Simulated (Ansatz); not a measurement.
# Band structure of MgTe

```xyz
4
Lattice="4.5400 0.0000 0.0000 -2.2700 3.9318 0.0000 0.0000 0.0000 7.3950" Properties=species:S:1:pos:R:3 pbc="T T T"
Mg    0.0000    2.6212    0.0000
Mg    2.2700    1.3106    3.6975
Te    0.0000    2.6212    2.7361
Te    2.2700    1.3106    6.4336
```

Atoms are numbered in the order listed.

The cell is COD entry 1538744, as deposited and not checked against the literature; nothing was relaxed.

Spin–orbit coupling is left out, though it moves levels of the heavy atoms by tenths of an eV or more.

Level of theory: DFT, PBE, all-electron LAPW, scalar-relativistic (Ansatz 0.2.0).

Sampling and basis: a Γ-centred 10×10×6 k mesh, Fermi–Dirac smearing of 0.05 eV, basis error target 1 meV/atom, no spin polarisation.

Points in fractions of the reciprocal vectors of this cell: Γ (0, 0, 0), M (0.5, 0, 0), K (0.333, 0.333, 0), A (0, 0, 0.5), L (0.5, 0, 0.5), H (0.333, 0.333, 0.5). The path joins them by straight lines in the order Γ–M–K–Γ–A–L–H–A–L; legs that retrace an earlier one aren't tabulated. Energies are in eV from the top of the valence band.

Problem. Metal or insulator at this level of theory?

Solution. An insulator or semiconductor: gap 2.54 eV, direct at Γ.

Problem. Tabulate bands 32 to 37, counted from the lowest band of the run, along the path.

Solution. 
```
k (1/Å)  point  band 32  band 33  band 34  band 35  band 36  band 37
   0.00      Γ    -0.09     0.00     0.00     2.54     3.05     5.31
   0.20           -0.62    -0.16    -0.06     3.16     3.59     5.03
   0.40           -0.93    -0.41    -0.22     3.68     3.88     4.98
   0.60           -1.17    -0.81    -0.38     3.32     4.00     4.39
   0.80      M    -1.25    -1.11    -0.44     3.17     3.91     4.22
   0.91           -1.40    -1.13    -0.60     3.46     3.97     4.30
   1.03           -1.69    -1.20    -0.94     3.74     4.20     4.89
   1.15           -1.70    -1.33    -1.26     3.52     5.18     5.51
   1.26      K    -1.52    -1.52    -1.39     3.44     5.80     5.80
   1.49           -1.84    -1.06    -1.00     3.78     5.05     5.34
   1.72           -1.13    -0.51    -0.50     4.34     4.47     4.76
   1.95           -0.58    -0.19    -0.11     3.31     3.74     4.92
   2.18      Γ    -0.09     0.00     0.00     2.54     3.05     5.31
   2.29           -0.34    -0.02    -0.02     2.77     3.09     5.31
   2.40           -0.43    -0.08    -0.08     3.20     3.24     5.34
   2.50           -0.36    -0.17    -0.17     3.37     3.55     5.42
   2.61      A    -0.26    -0.26    -0.26     3.54     3.54     5.57
   2.81           -0.65    -0.37    -0.37     4.04     4.04     4.99
   3.01           -1.04    -0.61    -0.61     3.85     3.85     5.04
   3.21           -1.03    -0.82    -0.82     3.38     3.38     4.54
   3.41      L    -0.97    -0.90    -0.90     3.21     3.21     4.29
   3.52           -1.19    -0.81    -0.81     3.37     3.37     4.42
   3.64           -1.54    -0.75    -0.75     3.65     3.65     4.85
   3.75           -1.86    -0.71    -0.71     3.83     3.83     5.15
   3.87      H    -1.98    -0.69    -0.69     3.89     3.89     5.10
   4.10           -1.62    -0.78    -0.78     3.89     3.89     5.27
   4.33           -1.10    -0.81    -0.81     4.18     4.18     5.09
   4.56           -0.72    -0.42    -0.42     4.20     4.20     4.83
   4.79      A    -0.26    -0.26    -0.26     3.54     3.54     5.57
```
